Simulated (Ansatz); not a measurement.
A plane-wave DFT run in Ansatz 0.2.0 (scalar-relativistic PAW potentials unless the input names others): input and command.

```yaml
crystal:
  lattice:
    - [2.5814836976, 2.5814836976, 0.0]
    - [-2.5814836976, 2.5814836976, 0.0]
    - [0.0730153851, 0.0730153851, 5.1629673952]
  atoms:
    - { symbol: Be, position: [-0.0014142563, 0.0, 4.81459e-05] }
    - { symbol: Be, position: [0.4985857437, 0.5, 0.5000481459] }
    - { symbol: Se, position: [0.5014142563, 0.0, 0.7499518541] }
    - { symbol: Se, position: [0.0014142563, 0.5, 0.2499518541] }
kpoints:
  mp_grid: { grid: [6, 6, 6] }
hamiltonian:
  xc: r2scan
scf:
  occupations: { method: gaussian, width: 0.02 }
  mixing: { preconditioner: resta }
output:
  forces: true
  eigenvalues: true
  stress: true
accuracy: medium
```

```bash
ansatz run input.yaml --threads 1 --pin off --max-ram 1331MiB --backend cpu --events-out ev --progress --plain --runs-dir out
```

Abridged log:
```
Basis set: ecut = 500 eV, 1751 PW (Γ), exchange–correlation on 108×108×160 points (64 copies of the dense FFT grid, shifted against one another)
Bands: 22, of which v1, the nominal top of the filled ones, is band 18 counted from 1 (17 counted from 0)
Symmetry: 4 space group operations
k-points: 80 of 216 (time reversal used)
SCF iter   1: F=—  HF=-11146.569812 eV  |F-HF|=—  |Δ(HF+E_count)|=         —  Δρ=5.12e-3  dr2=2.74e-2  dr2_τ=4.76e-2  ethr=1.77e-3  ⟨swp⟩=6.9  Hψ=8374  notcnv=0
SCF iter   2: F=—  HF=-11146.673155 eV  |F-HF|=—  |Δ(HF+E_count)|=   1.03e-1  Δρ=3.22e-3  dr2=9.30e-3  dr2_τ=1.15e-4  ethr=7.61e-5  ⟨swp⟩=3.1  Hψ=4186  notcnv=0
SCF iter   3: F=—  HF=-11146.672891 eV  |F-HF|=—  |Δ(HF+E_count)|=   2.64e-4  Δρ=9.58e-4  dr2=7.25e-4  dr2_τ=2.61e-5  ethr=2.58e-5  ⟨swp⟩=2.2  Hψ=2556  notcnv=0
SCF iter   4: F=—  HF=-11146.672908 eV  |F-HF|=—  |Δ(HF+E_count)|=   1.68e-5  Δρ=3.15e-4  dr2=4.32e-5  dr2_τ=2.69e-6  ethr=2.01e-6  ⟨swp⟩=2.0  Hψ=2730  notcnv=0
SCF iter   5: F=—  HF=-11146.672911 eV  |F-HF|=—  |Δ(HF+E_count)|=   3.49e-6  Δρ=9.57e-5  dr2=8.51e-6  dr2_τ=1.28e-7  ethr=1.20e-7  ⟨swp⟩=2.0  Hψ=2396  notcnv=0
SCF iter   6: F=—  HF=-11146.672915 eV  |F-HF|=—  |Δ(HF+E_count)|=   3.43e-6  Δρ=2.85e-5  dr2=7.45e-7  dr2_τ=2.25e-9  ethr=2.36e-8  ⟨swp⟩=2.0  Hψ=2372  notcnv=0
SCF iter   7: F=-11146.672915 eV  HF=-11146.672915 eV  |F-HF|=2.36e-9  |Δ(HF+E_count)|=   2.30e-7  Δρ=4.66e-6  dr2=2.22e-8  dr2_τ=1.81e-10  ethr=2.78e-10  ⟨swp⟩=5.0  Hψ=7801  notcnv=0
SCF 1 converged in 7 iterations: F = -11146.672915 eV  dr2 = 2.22e-8
SCF converged after 7 iterations
Free energy (F): -11146.672915 eV
Harris-Foulkes:  -11146.672915 eV  (|F-HF|=2.36e-9)
Internal energy: -11146.672915 eV  (E = F + TS)
E sigma→0 (E₀):  -11146.672915 eV
Fermi energy:    8.187119 eV
--- Forces (eV/Å), atoms counted from 1 ---
  atom   1  Be    -0.00006548    -0.00006548     0.00030072
  atom   2  Be    -0.00006548    -0.00006548     0.00030072
  atom   3  Se     0.00006993     0.00006993    -0.00030109
  atom   4  Se     0.00006993     0.00006993    -0.00030109
--- Stress (GPa, compression-positive) ---
       -0.012053      -0.012674      -0.996145
       -0.012674      -0.012053      -0.996145
       -0.996145      -0.996145      -0.028632
  P = ⅓ Tr σ = -0.0176 GPa (-0.176 kbar)
```

Apart from outputs, empty bands and the relaxation, which only the reference makes, the input differs from a reference run on usual settings in accuracy: not typed → "medium"; scf.mixing.preconditioner: not typed → "resta"; basis.ecutwfc: 500 → not typed. The reference, at the same geometry, ended its own course with pressure -0.02 GPa, largest force 0.000 eV/Å, gap on the mesh 3.04 eV. This run converged in 7 SCF iterations with an energy at zero smearing within 0.01 meV/atom of the reference's, pressure -0.02 GPa, largest force 0.000 eV/Å, gap on the mesh 3.04 eV.